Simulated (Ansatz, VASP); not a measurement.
Given: the input of a run of Ansatz 0.2.0 on CoO. The cell is a database's computed one, not the measured one.

input.yaml

```yaml
crystal:
  lattice:
    - [1.5054695445, 0.8691832468, 2.4399269062]
    - [-1.5054695445, 0.8691832468, 2.4399269062]
    - [0.0, -1.7383664936, 2.4399269062]
  atoms:
    - { symbol: Co, position: [0.0, 0.0, 0.0], spin: 2.0 }
    - { symbol: O, position: [0.5, 0.5, 0.5] }
hamiltonian:
  xc: pbe
  pseudopotentials: { kind: paw }
magnetization:
  spin_polarized: true
kpoints:
  mp_grid: { grid: [11, 11, 11] }
scf:
  occupations: { method: gaussian, width: 0.1 }
output:
  forces: true
  stress: true
  eigenvalues: true
```

Potentials or basis: Ansatz PAW.

Command:

```sh
$ ansatz run input.yaml --threads 1 --pin off --max-ram 3584MiB --backend cpu --events-out ev --progress --plain --runs-dir out
```

What does the same run look like in VASP 6.6.1? Potentials or basis there: PBE PAW files Co_GW, O_GW, 550 eV.

As run (cutoffs and basis follow the program's own potentials, and thresholds, step limits or extra output files can differ):

The input INCAR:

```
PREC = Accurate
ENCUT = 550
EDIFF = 1E-7
ISMEAR = 0
SIGMA = 0.1
LREAL = F
LASPH = T
NELM = 120
ALGO = Normal
ISIF = 2
LWAVE = F
LCHARG = F
ISPIN = 2
MAGMOM = 2 0
LORBIT = 11
LMAXMIX = 4
GGA = PE
NBANDS = 18
```

File KPOINTS:

```
Automatic mesh
0
Gamma
  11 11 11
```

POSCAR

```
CoO
2.9959
    0.502509945092      0.290124252078      0.814422012150
   -0.502509945092      0.290124252078      0.814422012150
    0.000000000000     -0.580248504156      0.814422012150
Co O
1 1
Direct
    0.0000000000      0.0000000000      0.0000000000
    0.5000000000      0.5000000000      0.5000000000
```

Potentials or basis: VASP PAW PBE potentials, release 64 (Co_GW, O_GW).

Command:

```bash
$ cat potpaw_PBE.64/Co_GW/POTCAR potpaw_PBE.64/O_GW/POTCAR > POTCAR
$ mpirun -np 1 vasp_std > vasp.out
```

Both were run:

|  | Ansatz | VASP |
| --- | --- | --- |
| Pressure | -0.1 GPa | -1.2 GPa |
| Net moment | 2.91 μB per cell | 2.89 μB per cell |

Ansatz's pressure holds a Pulay term of +0.74 GPa for its cutoff of 420 eV, which the other run lacks.

The potentials hold 23 and 15 valence electrons a cell.

Where Ansatz's input types no cutoff or centring, it takes its own default and a Γ-centred mesh.

The magnetic state is the one that the start led to; the real crystal's order can differ.

Pressure is positive in compression.
